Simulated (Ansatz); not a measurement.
# ¹⁷O NMR of the central transition in Mg₃H₂O₄

Cell: a COD entry (perhaps calculated rather than measured), ions relaxed with PBE at fixed cell.

Space group P-3m1 (No. 164); a = 3.0530, c = 20.1250 Å, γ = 120.00°.

```
site  Wyckoff  site symmetry       x       y       z
 Mg1       2d            3m.  0.3333  0.6667  0.3680
 Mg3       2c            3m.  0.0000  0.0000  0.1237
 Mg5       2d            3m.  0.6667  0.3333  0.2459
  H7       2d            3m.  0.6667  0.3333  0.4688
  H9       2d            3m.  0.6667  0.3333  0.0228
 O11       2c            3m.  0.0000  0.0000  0.3068
 O13       2d            3m.  0.6667  0.3333  0.4208
 O15       2d            3m.  0.6667  0.3333  0.0708
 O17       2d            3m.  0.3333  0.6667  0.1850
```

One atom of each set is listed.

All values are calculated (Ansatz; DFT, r2SCAN, plane waves and PAW, scalar-relativistic, 500 eV cutoff, Γ-centred 9×9×2 k-points, Fermi–Dirac smearing 0.02 eV), not measured.

¹⁷O has I = 5/2 and Q = -25.58 mb (Pyykkö 2018); at 7.05 T its Larmor frequency is ν₀ = 40.7 MHz. Only the quadrupole interaction is simulated: positions count from each site's isotropic chemical shift, and J coupling is left out, as are shift anisotropy and dipolar coupling, which fast spinning averages.

Question: What does the ¹⁷O spectrum (fast magic-angle spinning) show for each site?

Answer: 

```csv
site,first shell,C_Q (MHz),η,P_Q (MHz),δ_QIS (ppm),breadth (kHz)
O11,6 Mg at 2.15 Å,0.444,0.00,0.444,-0.715,0.0624
O13,"1 H at 0.96 Å, 3 Mg at 2.06 Å",-9.31,0.00,9.31,-314,27.4
O15,"1 H at 0.97 Å, 3 Mg at 2.06 Å",-8.94,0.00,8.94,-289,25.2
O17,6 Mg at 2.15 Å,0.441,0.00,0.441,-0.703,0.0614
```

δ_QIS = −(ν_Q²/30ν₀²)[I(I+1) − 3/4](1 + η²/3) × 10⁶ ppm with ν_Q = 3|C_Q|/[2I(2I−1)]; it falls as 1/B₀² in ppm, and the breadth as 1/B₀ in kHz.

The broadest static pattern spans 67 kHz. The table holds for spinning faster than that; slower spinning leaves sidebands.

An axis of threefold or higher order runs through O11, O13, O15 and O17, so V_zz lies along it and η is zero.

At this cell the principal stresses reach 6 GPa in size with r2SCAN, which can matter for small gradients. The largest force is 0.4 eV/Å, so the atoms aren't at the calculated equilibrium and relaxing them would move these values.
